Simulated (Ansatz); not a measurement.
# TaN: one contact scaled

The task here is to estimate one member of a computed series from the others.

Program: Ansatz 0.2.0. Level of theory: DFT PBE, with the methods named in each step. These are calculated values, not measurements.

1 further run of the same task is left out (it didn't finish). Runs told in other sessions of the task aren't counted.

### Starting point

It takes space group P6_3mc (No. 186, hexagonal). Conventional cell: a = 3.050 Å, b = 3.050 Å, c = 4.940 Å, α = 90.00°, β = 90.00°, γ = 120.00°. Around Ta (site symmetry 3m) lie 4 N at 1.85 to 1.90 Å. N (site symmetry 3m) has 4 Ta at 1.85 to 1.90 Å in its first shell of neighbours.

As a file:

```
Ta N
1.0
     3.05000    0.00000    0.00000
    -1.52500    2.64138    0.00000
     0.00000    0.00000    4.94000
Ta N
2 2
Direct
  0.33333 0.66667 0.00000
  0.66667 0.33333 0.50000
  0.33333 0.66667 0.38500
  0.66667 0.33333 0.88500
```

Atoms are numbered in the order of the input: Ta1, Ta2, N3, N4.

The first run:

input.yaml

```yaml
crystal:
  lattice:
    - [3.05, 0.0, 0.0]
    - [-1.525, 2.6413774815, 0.0]
    - [0.0, 0.0, 4.94]
  atoms:
    - { symbol: Ta, position: [0.3333333333, 0.6666666667, 0.0] }
    - { symbol: Ta, position: [0.6666666667, 0.3333333333, 0.5] }
    - { symbol: "N", position: [0.3333333333, 0.6666666667, 0.385] }
    - { symbol: "N", position: [0.6666666667, 0.3333333333, 0.885] }
kpoints:
  mp_grid: { grid: [7, 7, 4] }
scf:
  occupations: { method: fermi_dirac, width: 0.03 }
hamiltonian:
  xc: pbe
  pseudopotentials: { kind: paw }
output:
  forces: true
  stress: true
  eigenvalues: true
  populations: true
  write_density: true
  write_potential: true
  elf: true
  volumetric_format: npy
```

Command:

```console
ansatz run input.yaml --threads 1 --pin off --max-ram 3072MiB --backend cpu --events-out ev --progress --plain --runs-dir out
```

Among the steps run: Shortest bond scaled by 1, PAW; Shortest bond scaled by 1.05, PAW; Shortest bond scaled by 0.9, PAW; Shortest bond scaled by 0.85, PAW; Shortest bond scaled by 0.62, PAW; Shortest bond scaled by 0.62, PAW (source ansatz).

One table of the session follows, with a row left open; its other results are not shown here.

| method | length (Å) | F from the given length (eV/cell) | force along the bond (eV/Å) | pressure (GPa) | largest force (eV/Å) |
| --- | --- | --- | --- | --- | --- |
| PAW | 1.147 | 27.427 | 136.991 | 312.85 | 137.834 |
| PAW | 1.573 | 2.077 | 17.424 | 153.97 | 17.692 |
| PAW | 1.665 | 0.846 | 9.720 | 144.04 | 9.923 |
| PAW | 1.850 | ? | ? | ? | ? |
| PAW | 1.943 | 0.053 | -1.614 | 138.00 | 3.238 |
| PAW (source ansatz) | 1.147 | – | 127.210 | 295.83 | 128.029 |

Q: Estimate the row for PAW, 1.850 from the others.

**Answer.** F from the given length (eV/cell): 0.000; force along the bond (eV/Å): 0.600; pressure (GPa): 136.87; largest force (eV/Å): 1.953.

To keep in mind: At pressures up to 313 GPa the PAW spheres may overlap and frozen cores may not hold, so those PAW values are rough without an all-electron check.
